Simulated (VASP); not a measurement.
# SnO2 (Pnnm) in VASP: single point with PBEsol

Aim: the single point of SnO2 with PBEsol.

Everything below comes from runs of VASP 6.6.1. Logs are shortened: lines on timing, memory, paths and dates and some standing lists are left out, and cuts for length are marked.

### 1 The structure

The structure is orthorhombic, space group Pnnm (No. 58). Conventional cell: a = 4.788 Å, b = 4.867 Å, c = 3.241 Å, α = 90.00°, β = 90.00°, γ = 90.00°. Sn (site symmetry 2/m) is surrounded by 6 O at 2.09 to 2.10 Å. O (site symmetry m) is surrounded by 3 Sn at 2.09 to 2.10 Å.

The cell is a database's computed one.

### 2 Single point, PBEsol

File INCAR:

```
SYSTEM = SnO2
ALGO = Normal
EDIFF = 1E-6
ENCUT = 520
GGA = PS
ISIF = 2
ISMEAR = 0
LASPH = .TRUE.
LCHARG = .FALSE.
LREAL = .FALSE.
LWAVE = .FALSE.
NBANDS = 35
NELM = 100
PREC = Accurate
SIGMA = 0.01
```

File KPOINTS:

```
Automatic mesh
0
Gamma
  2 2 3
  0.5 0.5 0.5
```

File POSCAR:

```
SnO2
1.0
    4.7880040000      0.0000000000      0.0000000000
    0.0000000000      4.8665820000      0.0000000000
    0.0000000000      0.0000000000      3.2408980000
Sn O
2 4
Direct
    0.5000000000      0.5000000000      0.5000000000
    0.0000000000      0.0000000000      0.0000000000
    0.2918550000      0.3210420000      0.0000000000
    0.7918550000      0.1789580000      0.5000000000
    0.2081450000      0.8210420000      0.5000000000
    0.7081450000      0.6789580000      0.0000000000
```

Potentials or basis: VASP PAW PBE potentials, release 64 (Sn_d, O).

Launch:

```console
$ cat potpaw_PBE.64/Sn_d/POTCAR potpaw_PBE.64/O/POTCAR > POTCAR
$ mpirun -np 1 vasp_std > vasp.out
```

OUTCAR:

```text
SYSTEM = SnO2
   EDIFF = 1E-6
   ENCUT = 520
   GGA = PS
   ISIF = 2
   ISMEAR = 0
   LASPH = .TRUE.
   LREAL = .FALSE.
   NELM = 100
   PREC = Accurate

 ion  position               nearest neighbor table
   1  0.500  0.500  0.500-   3 2.09   6 2.09   3 2.09   6 2.09   5 2.10   4 2.10
   2  0.000  0.000  0.000-   4 2.09   5 2.09   4 2.09   5 2.09   3 2.10   6 2.10
   3  0.292  0.321  0.000-   1 2.09   1 2.09   2 2.10
   4  0.792  0.179  0.500-   2 2.09   2 2.09   1 2.10
   5  0.208  0.821  0.500-   2 2.09   2 2.09   1 2.10
   6  0.708  0.679  0.000-   1 2.09   1 2.09   2 2.10

  LATTYP: Found a simple orthorhombic cell.
 ALAT       =     3.2408980000
 B/A-ratio  =     1.4773695439
 C/A-ratio  =     1.5016152930

  Lattice vectors:

 A1 = (   0.0000000000,   0.0000000000,   3.2408980000)
 A2 = (   4.7880040000,   0.0000000000,   0.0000000000)
 A3 = (   0.0000000000,   4.8665820000,   0.0000000000)

Analysis of symmetry for initial positions (statically):
=====================================================================
 Subroutine PRICEL returns:
 Original cell was already a primitive cell.

 Routine SETGRP: Setting up the symmetry group for a
 simple orthorhombic supercell.

 Subroutine GETGRP returns: Found  8 space group operations
 (whereof  4 operations were pure point group operations)
 out of a pool of  8 trial point group operations.

The static configuration has the point symmetry C_2h.
 The point group associated with its full space group is D_2h.

Analysis of symmetry for dynamics (positions and initial velocities):
=====================================================================
 Subroutine PRICEL returns:
 Original cell was already a primitive cell.

 Routine SETGRP: Setting up the symmetry group for a
 simple orthorhombic supercell.

 Subroutine GETGRP returns: Found  8 space group operations
 (whereof  4 operations were pure point group operations)
 out of a pool of  8 trial point group operations.

The dynamic configuration has the point symmetry C_2h.
 The point group associated with its full space group is D_2h.

 Subroutine INISYM returns: Found  8 space group operations
 (whereof  4 operations are pure point group operations),
 and found     1 'primitive' translations

----------------------------------------------------------------------------------------

                                     Primitive cell

  volume of cell :      75.5169

  direct lattice vectors                    reciprocal lattice vectors
     4.788004000  0.000000000  0.000000000     0.208855298  0.000000000  0.000000000
     0.000000000  4.866582000  0.000000000     0.000000000  0.205483027  0.000000000
     0.000000000  0.000000000  3.240898000     0.000000000  0.000000000  0.308556456

  length of vectors
     4.788004000  4.866582000  3.240898000     0.208855298  0.205483027  0.308556456

  position of ions in fractional coordinates (direct lattice)
     0.500000000  0.500000000  0.500000000
     0.000000000  0.000000000  0.000000000
     0.291855000  0.321042000  0.000000000
     0.791855000  0.178958000  0.500000000
     0.208145000  0.821042000  0.500000000
     0.708145000  0.678958000  0.000000000

  ion indices of the primitive-cell ions
   primitive index   ion index
                 1           1
                 2           2
                 3           3
                 4           4
                 5           5
                 6           6

----------------------------------------------------------------------------------------

 KPOINTS: Automatic mesh

Automatic generation of k-mesh.
 Grid dimensions read from file:
 generate k-points for:    2    2    3

 Generating k-lattice:

  Cartesian coordinates                     Fractional coordinates (reciprocal lattice)
     0.104427649  0.000000000  0.000000000     0.500000000  0.000000000  0.000000000
     0.000000000  0.102741513  0.000000000     0.000000000  0.500000000  0.000000000
     0.000000000  0.000000000  0.102852152     0.000000000  0.000000000  0.333333333

  Length of vectors
     0.104427649  0.102741513  0.102852152

  Shift w.r.t. Gamma in fractional coordinates (k-lattice)
     0.500000000  0.500000000  0.500000000

 Subroutine IBZKPT returns following result:
 ===========================================

 Found      2 irreducible k-points:

 Following reciprocal coordinates:
            Coordinates               Weight
  0.250000  0.250000  0.166667      8.000000
  0.250000  0.250000  0.500000      4.000000
   k-points           NKPTS =      2   k-points in BZ     NKDIM =      2   number of bands    NBANDS=     35
   number of dos      NEDOS =    301   number of ions     NIONS =      6
   total plane-waves  NPLWV =  31104
   dimension x,y,z NGX =    36 NGY =   36 NGZ =   24
   dimension x,y,z NGXF=    72 NGYF=   72 NGZF=   48
   ions per type =               2   4
   NGX,Y,Z   is equivalent  to a cutoff of  12.50, 12.30, 12.31 a.u.
   NGXF,Y,Z  is equivalent  to a cutoff of  25.00, 24.60, 24.62 a.u.
 SYSTEM =  SnO2
   PREC   = accura    normal or accurate (medium, high low for compatibility)
   ISTART =      0    job   : 0-new  1-cont  2-samecut
   ICHARG =      2    charge: 1-file 2-atom 10-const
   ISPIN  =      1    spin polarized calculation?
   LNONCOLLINEAR =      F non collinear calculations
   LSORBIT =      F    spin-orbit coupling
   LASPH  =      T    aspherical Exc in radial PAW
   ENCUT  =  520.0 eV  38.22 Ry    6.18 a.u.   8.90  9.05  6.03*2*pi/ulx,y,z
   NELM   =    100;   NELMIN=  2; NELMDL= -5     # of ELM steps
   EDIFF  = 0.1E-05   stopping-criterion for ELM
   LREAL  =      F    real-space projection
   EDIFFG = 0.1E-04   stopping-criterion for IOM
   NSW    =      0    number of steps for IOM
   IBRION =     -1    ionic relax: 0-MD 1-quasi-New 2-CG
   NFREE  =      0    steps in history (QN), initial steepest desc. (CG)
   ISIF   =      2    stress and relaxation
   ISYM   =      2    0-nonsym 1-usesym 2-fastsym
   POTIM  = 0.5000    time-step for ionic-motion
   TEBEG  =    0.0;   TEEND  =   0.0 temperature during run
   PSTRESS=    0.0 pullay stress
   NELECT =      52.0000    total number of electrons
   NUPDOWN=      -1.0000    fix difference up-down
   EMIN   =  10.00;   EMAX   =-10.00  energy-range for DOS
   EFERMI =   0.00;   METHOD = LEGACY
   ISMEAR =     0;   SIGMA  =   0.01  broadening in eV -4-tet -1-fermi 0-gaus
   EFERMI_NEDOS =   21; number of points for ismear=-14 and -15
   IALGO  =     38    algorithm
   IMIX   =      4    mixing-type and parameters
     AMIX     =   0.40;   BMIX     =  1.00
     AMIX_MAG =   1.60;   BMIX_MAG =  1.00
  volume/ion in A,a.u.               =      12.59        84.94
  Fermi-wavevector in a.u.,A,eV,Ry     =   1.445644  2.731871 28.434627  2.089886
  Thomas-Fermi vector in A             =   2.563802
   LORBIT       =      0    0 simple, 1 ext, 2 COOP (PROOUT), +10 PAW based schemes
   GGA     = PS    functional components
   LHFCALC =     F    Hartree Fock is set to
   AEXX    =    0.0000 exact exchange contribution
   IVDW    =     0    specifies the selected vdW correction
   LEPSILON=     F    determine dielectric tensor
   LRPA    =     F    only Hartree local field effects (RPA)
 non-spin polarized calculation
 Gauss-broadening in eV      SIGMA  =   0.01
  energy-cutoff  :      520.00
  volume of cell :       75.52
 maximum number of plane-waves:      2040
 NGX is ok and might be reduce to    36
   NGX = 17   NGY = 19   NGZ = 13

 number of electron      51.9999998 magnetization

 Free energy of the ion-electron system (eV)
  ---------------------------------------------------
  ext. energy  EPLUGINS =         0.00000000
  ---------------------------------------------------
  free energy    TOTEN  =       -39.68189906 eV

  energy without entropy =      -39.68189906  energy(sigma->0) =      -39.68189906

 E-fermi :   5.0790     XC(G=0): -11.2552

 val. band max:        4.9676835857   @ k =   0.2500   0.2500   0.1667
 cond. band min:       8.7175837324   @ k =   0.2500   0.2500   0.1667
 fundamental gap:      3.7499001467
 Fermi energy:         5.0790352961

 k-point     1 :       0.2500    0.2500    0.1667
  band No.  band energies     occupation
      1     -15.3315      2.00000
      2     -15.0542      2.00000
      3     -14.8621      2.00000
      4     -14.7856      2.00000
      5     -14.6330      2.00000
      6     -14.5982      2.00000
      7     -14.5335      2.00000
      8     -14.5028      2.00000
      9     -14.4813      2.00000
     10     -14.4787      2.00000
     11     -12.6429      2.00000
     12     -11.4084      2.00000
     13     -11.1769      2.00000
     14     -10.2578      2.00000
     15      -1.8369      2.00000
     16      -0.1295      2.00000
     17       1.4179      2.00000
     18       1.7496      2.00000
     19       2.0336      2.00000
     20       2.5583      2.00000
     21       3.0001      2.00000
     22       3.6629      2.00000
     23       4.0509      2.00000
     24       4.1451      2.00000
     25       4.6316      2.00000
     26       4.9677      2.00000
     27       8.7176      0.00000
     28      10.6175      0.00000
     29      12.7647      0.00000
     30      12.8202      0.00000
     31      14.3055      0.00000
     32      16.0428      0.00000
     33      16.1419      0.00000
     34      17.1759      0.00000
     35      17.3883      0.00000

 k-point     2 :       0.2500    0.2500    0.5000
  band No.  band energies     occupation
      1     -15.4875      2.00000
      2     -15.3363      2.00000
      3     -14.9143      2.00000
      4     -14.6706      2.00000
      5     -14.5540      2.00000
      6     -14.5518      2.00000
      7     -14.5056      2.00000
      8     -14.5023      2.00000
      9     -14.4505      2.00000
     10     -14.4488      2.00000
     11     -11.8551      2.00000
     12     -11.5538      2.00000
     13     -10.2114      2.00000
     14     -10.0015      2.00000
     15      -2.1163      2.00000
     16      -1.5225      2.00000
     17       0.3161      2.00000
     18       0.8042      2.00000
     19       0.8641      2.00000
     20       2.4918      2.00000
     21       2.7970      2.00000
     22       4.0223      2.00000
     23       4.1726      2.00000
     24       4.2776      2.00000
     25       4.3725      2.00000
     26       4.4494      2.00000
     27      10.3481      0.00000
     28      10.8727      0.00000
     29      12.8017      0.00000
     30      14.7329      0.00000
     31      15.0727      0.00000
     32      15.7361      0.00000
     33      15.9202      0.00000
     34      16.7554      0.00000
     35      17.3503      0.00000

------------------------ aborting loop because EDIFF is reached ----------------------------------------

  FORCE on cell =-STRESS in cart. coord.  units (eV):
  Direction    XX          YY          ZZ          XY          YZ          ZX
  --------------------------------------------------------------------------------------
  -------------------------------------------------------------------------------------
  Total       -2.4050062     -2.5542806     -3.3173834      0.0000000      0.0000000      0.0000000
  in kB      -51.0249827    -54.1920112    -70.3821189      0.0000000      0.0000000      0.0000000
  external PRESSURE =     -58.5330376 kB  Pullay stress =       0.0000000 kB

 VOLUME and BASIS-vectors are now :
 -----------------------------------------------------------------------------
  energy-cutoff  :      520.00
  volume of cell :       75.52
      direct lattice vectors                 reciprocal lattice vectors
     4.788004000  0.000000000  0.000000000     0.208855298  0.000000000  0.000000000
     0.000000000  4.866582000  0.000000000     0.000000000  0.205483027  0.000000000
     0.000000000  0.000000000  3.240898000     0.000000000  0.000000000  0.308556456

 POSITION                                       TOTAL-FORCE (eV/Angst)
 -----------------------------------------------------------------------------------
      2.39400      2.43329      1.62045         0.000000      0.000000      0.000000
      0.00000      0.00000      0.00000         0.000000      0.000000      0.000000
      1.39740      1.56238      0.00000         0.103410     -0.015761     -0.000000
      3.79140      0.87091      1.62045         0.103410      0.015761     -0.000000
      0.99660      3.99567      1.62045        -0.103410     -0.015761      0.000000
      3.39060      3.30420      0.00000        -0.103410      0.015761      0.000000
 -----------------------------------------------------------------------------------
    total drift:                                0.000000      0.000000      0.000000

  FREE ENERGIE OF THE ION-ELECTRON SYSTEM (eV)
  ---------------------------------------------------
  free  energy   TOTEN  =       -39.6818990565 eV

  energy  without entropy=      -39.6818990565  energy(sigma->0) =      -39.68189906
```

Wall time 5.2 s (1 thread of AMD EPYC 9R45 (Zen 5), shared host); peak memory 0.14 GiB.

What came out:

- Free energy: -39.6819 eV
- Pressure: -5.9 GPa
- Largest force: 0.105 eV/Å
- Band gap on the k mesh: 3.75 eV, direct

Forces on the atoms (eV/Å):
```
Sn   0.000  0.000  0.000
Sn   0.000  0.000  0.000
O    0.103 -0.016  0.000
O    0.103  0.016  0.000
O   -0.103 -0.016  0.000
O   -0.103  0.016  0.000
```

Levels at points of the mesh, in eV from the valence-band top:
```csv
k point,band 23,band 24,band 25,band 26,band 27,band 28,band 29,band 30
"(0.25, 0.25, 0.17)",-0.92,-0.82,-0.34,0.00,3.75,5.65,7.80,7.85
```

Caveat: the k mesh is coarse (spacing up to 0.66 Å⁻¹), so the values aren't converged; the PAW data sets were made with another functional, which shifts forces and pressure a little; spin-orbit coupling is left out, which moves the levels of the heavy elements. A k mesh can miss the band edges.
